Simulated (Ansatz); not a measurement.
**BaTiO3: strain energy, fitted**

BaTiO3, Pm-3m, a = 3.994 Å. The structure is a Materials Project entry; whether it is the stable form wasn't checked. Ansatz: r2SCAN, PAW, 500 eV, Γ-centred 8×8×8 mesh on 5 atoms, Gaussian smearing 0.02 eV; no spin polarisation. Series: strain along c alone, the other axes held, atoms fixed by symmetry; x is the strain in per cent. y is the free energy over the unstrained cell, V0 = 12.743 Å³/atom.

```
x (%) y (meV/atom)
 -3.0             ?
 -2.0          5.37
 -1.0          1.29
  0.0          0.00
  1.0          1.21
  2.0          4.68
  3.0         10.19
```

Fit y = c2 x² + c3 x³ to the other rows, turn c2 into a modulus, and predict the missing energy.

Least squares on the rows shown. y = 1.257 x² − 0.04192 x³. In eV per unit strain² c2 is 12.57; this is C33 with relaxed ions (E = ½ C33 V0 ε²): 2 × 12.57 × 160.2 / (12.743) = 316 GPa. At x = -3.0 the fit asked for gives 12.44 meV/atom. The run gave 12.51 meV/atom, so the fit is 0.07 meV/atom too low, a small miss on the scale of the series.

Symmetry holds off the tilts and polar distortions that many cubic perovskites undergo.